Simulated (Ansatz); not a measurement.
# Cr: a tetragonal deformation path

The task here is to estimate one member of a computed series from the others.

Program: Ansatz 0.2.0. Level of theory: DFT PBE, scalar-relativistic, plane waves, PAW. These are calculated values, not measurements.

## Starting point

Symmetry: Im-3m, No. 229, cubic system. Conventional cell: a = 2.884 Å, b = 2.884 Å, c = 2.884 Å, α = 90.00°, β = 90.00°, γ = 90.00°. Around Cr (site symmetry m-3m) lie 8 Cr at 2.50 Å.

Structure file:

```
Cr
1.0
    -1.44195    1.44195    1.44195
     1.44195   -1.44195    1.44195
     1.44195    1.44195   -1.44195
Cr
1
Direct
  0.00000 0.00000 0.00000
```

No relaxation comes first: the listed cell is the starting point.

## The reference cell

Reference values: F = -3377.7270 eV; pressure -8.90 GPa; largest force 0.000 eV/Å; gap on the mesh none (metal). It was computed beforehand with the settings of the runs below.

Set-up of the first run:

At fixed volume and fractional coordinates, lengths along (0.000, 0.000, 1.000) are scaled against those across it; ρ is that ratio over its starting value.

input.yaml reads:

```yaml
crystal:
  lattice:
    - [-1.6186156311, 1.6186156311, 1.1443612512]
    - [1.6186156311, -1.6186156311, 1.1443612512]
    - [1.6186156311, 1.6186156311, -1.1443612512]
  atoms:
    - { symbol: Cr, position: [0.0, 0.0, 0.0] }
basis:
  ecutwfc: 420
kpoints:
  mp_grid: { grid: [26, 26, 26] }
hamiltonian:
  xc: pbe
scf:
  occupations: { method: gaussian, width: 0.15 }
output:
  forces: true
  stress: true
  eigenvalues: true
```

The run is started by

```bash
> ansatz run input.yaml --threads 1 --pin off --max-ram 2560MiB --backend cpu --events-out ev --progress --plain --runs-dir out
```

Steps of the session up to this table: Point ρ = 0.707; At ρ = 1.414; At ρ = 0.850; Point ρ = 1.200; ρ = 0.780; Point ρ = 1.300; ρ = 0.920; At ρ = 1.100; Point ρ = 0.650; At ρ = 1.500; Point ρ = 0.960; ρ = 1.050.

One table of the session follows, with a row left open; its other results are not shown here.

The scan, with free energies counted from the undisturbed cell:

| ρ | ΔE (meV/atom) | pressure (GPa) |
| --- | --- | --- |
| 0.650 | 683.5 | 9.8 |
| 0.707 | 489.9 | 3.7 |
| 0.780 | 341.3 | -1.5 |
| 0.850 | 194.2 | -5.0 |
| 0.920 | 55.7 | -7.8 |
| 0.960 | 13.4 | -8.6 |
| 1.000 | 0.0 | -8.9 |
| 1.050 | 18.3 | -8.6 |
| 1.100 | 66.8 | -7.6 |
| 1.200 | 206.0 | -4.9 |
| 1.300 | 323.1 | -2.8 |
| 1.414 | ? | ? |
| 1.500 | 353.6 | -2.4 |

**Question.** Estimate the row for ρ = 1.414.

Worked estimate for «ΔE (meV/atom)». A straight line through the neighbours (1.300, 323.1) and (1.500, 353.6) gives 323.1 + (353.6 − 323.1) × (1.414 − 1.300) / (1.500 − 1.300) = 340.5; a parabola fitted to 3 rows on both sides gives 373.8.

As computed: ΔE (meV/atom): 376.3; pressure (GPa): -2.1. In «ΔE (meV/atom)» the line misses by -35.8 and the parabola by -2.5.

To keep in mind: The final runs have no spin polarisation, so a magnetic state may lie lower.
